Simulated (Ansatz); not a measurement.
# BP: a tetragonal deformation path

The task here is to estimate one member of a computed series from the others.

Computed with Ansatz 0.2.0 (DFT PBE, scalar-relativistic, plane waves, PAW, unless a step's input says otherwise).

### The starting structure

The structure is cubic, space group F-43m (No. 216). Conventional cell: a = 4.538 Å, b = 4.538 Å, c = 4.538 Å, α = 90.00°, β = 90.00°, γ = 90.00°. Around B (site symmetry -43m) lie 4 P at 1.97 Å. P (site symmetry -43m) has 4 B at 1.97 Å in its first shell of neighbours.

As a file:

```xyz
2
Lattice="0.0000 2.2690 2.2690 2.2690 0.0000 2.2690 2.2690 2.2690 0.0000" Properties=species:S:1:pos:R:3 pbc="T T T"
B     0.0000    0.0000    0.0000
P     3.4035    3.4035    3.4035
```

The cell is taken as given, not relaxed at this level.

### The reference cell

Reference values: F = -912.4467 eV; pressure 1.13 GPa; largest force 0.000 eV/Å; gap on the mesh 1.24 eV. It was computed beforehand with the settings of the runs below.

Set-up of the first run:

At fixed volume and fractional coordinates, lengths along (0.000, 0.000, 1.000) are scaled against those across it; ρ is that ratio over its starting value.

input.yaml reads:

```yaml
crystal:
  lattice:
    - [0.0, 2.5469946025, 1.800725184]
    - [2.5469946025, 0.0, 1.800725184]
    - [2.5469946025, 2.5469946025, 0.0]
  atoms:
    - { symbol: B, position: [0.0, 0.0, 0.0] }
    - { symbol: P, position: [0.75, 0.75, 0.75] }
basis:
  ecutwfc: 420
kpoints:
  mp_grid: { grid: [12, 12, 12] }
hamiltonian:
  xc: pbe
scf:
  occupations: { method: gaussian, width: 0.05 }
output:
  forces: true
  stress: true
  eigenvalues: true
```

Run with:

```sh
$ ansatz run input.yaml --threads 1 --pin off --max-ram 2560MiB --backend cpu --events-out ev --progress --plain --runs-dir out
```

Steps of the session up to this table: Point ρ = 0.707; At ρ = 1.414; At ρ = 0.850; ρ = 1.200; ρ = 0.780; Point ρ = 1.300; At ρ = 0.920; ρ = 1.100; At ρ = 0.650; At ρ = 1.500; At ρ = 0.960; At ρ = 1.050.

One of the session's tables, all rows but one given; the rest of the session is left out.

The scan, with free energies counted from the undisturbed cell:

```
    ρ  ΔE (meV/atom)  pressure (GPa)  gap on the mesh (eV)
0.650          659.7            -6.3                  0.00
0.707          488.6            -3.8                  0.00
0.780          294.4            -1.2                  0.00
0.850          143.9             0.3                  0.00
0.920           41.8             1.0                  0.03
0.960           10.4             1.1                  0.64
1.000            0.0             1.1                  1.24
1.050              ?               ?                     ?
1.100           64.1             1.0                  0.52
1.200          249.7             0.9                  0.00
1.300          537.2             0.5                  0.00
1.414          913.9            -0.8                  0.00
1.500         1149.9            -3.3                  0.00
```

Q: Estimate the row for ρ = 1.050 from the others.

Worked estimate for «ΔE (meV/atom)». A straight line through the neighbours (1.000, 0.0) and (1.100, 64.1) gives 0.0 + (64.1 − 0.0) × (1.050 − 1.000) / (1.100 − 1.000) = 32.0; a parabola fitted to 4 rows on both sides gives 16.8.

The run gave: ΔE (meV/atom): 16.2; pressure (GPa): 1.1; gap on the mesh (eV): 0.87. In «ΔE (meV/atom)» the line misses by +15.8 and the parabola by +0.6.

Where the gap reads zero, the mesh chosen for the insulator is on the coarse side.
